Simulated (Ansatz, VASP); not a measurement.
SiC: VASP beside Ansatz

INCAR

```
SYSTEM = SiC
PREC = Accurate ; ENCUT = 520
EDIFF = 1E-7 ; ISMEAR = 0
SIGMA = 0.05 ; LREAL = .FALSE.
LASPH = .TRUE. ; NELM = 80
ALGO = Normal ; ISIF = 2
LWAVE = .FALSE. ; LCHARG = .FALSE.
GGA = PE ; NBANDS = 11
```

The input KPOINTS:

```
Automatic mesh
0
G
  12 12 12
  0 0 0
```

POSCAR

```
SiC
1.0
    0.0000000000      2.1740000000      2.1740000000
    2.1740000000      0.0000000000      2.1740000000
    2.1740000000      2.1740000000      0.0000000000
Si C
1 1
Direct
   -0.0609855205      0.0000000000      0.0000000000
    0.7500000000      0.7500000000      0.7500000000
```

Input for Ansatz:

```yaml
crystal:
  lattice:
    - [0.0, 2.174, 2.174]
    - [2.174, 0.0, 2.174]
    - [2.174, 2.174, 0.0]
  atoms:
    - { symbol: Si, position: [-0.0609855205, 0.0, 0.0] }
    - { symbol: C, position: [0.75, 0.75, 0.75] }
basis:
  ecutwfc: 420
kpoints:
  mp_grid: { grid: [12, 12, 12] }
hamiltonian:
  xc: pbe
scf:
  occupations: { method: gaussian, width: 0.05 }
output:
  forces: true
  stress: true
  eigenvalues: true
```

Change from the starting cell: all Si atoms moved +0.188 Å, as atom 1 towards its neighbour atom 1 (Si) at 3.075 Å.

Alike in both runs: task single point; functional PBE; k mesh 12 × 12 × 12; occupations gaussian, width 0.05 eV; no spin polarisation.

|  | VASP | Ansatz |
| --- | --- | --- |
| version | VASP 6.6.1 | Ansatz 0.2.0 |
| potentials or method | VASP PAW PBE potentials, release 64 (Si, C) | scalar-relativistic, plane waves, PAW |
| plane-wave cutoff (eV) | 520 | 420 |
| valence electrons in the cell | 8 | 8 |

|  | VASP | Ansatz | Ansatz less VASP |
| --- | --- | --- | --- |
| gap on the k mesh at the Fermi level (eV) | 0.48 | 0.48 | +0.004 |
| least direct gap on the mesh (eV) | 4.15 | 4.15 | +0.003 |
| pressure (GPa) | 9.1 | 9.2 | +0.08 |
| largest component of the traceless stress (GPa) | 9.80 | 9.81 | +0.011 |
| rms of the force components (eV/Å) | 2.288 | 2.288 | +0.0006 |

Atom by atom the forces differ by 0.001 eV/Å (rms over components). With one functional, cell and mesh, what is left measures potentials, basis and numerics.

Caveats: forces of over 1 eV/Å show positions far from the minimum, so gaps and moduli don't describe the material at rest.
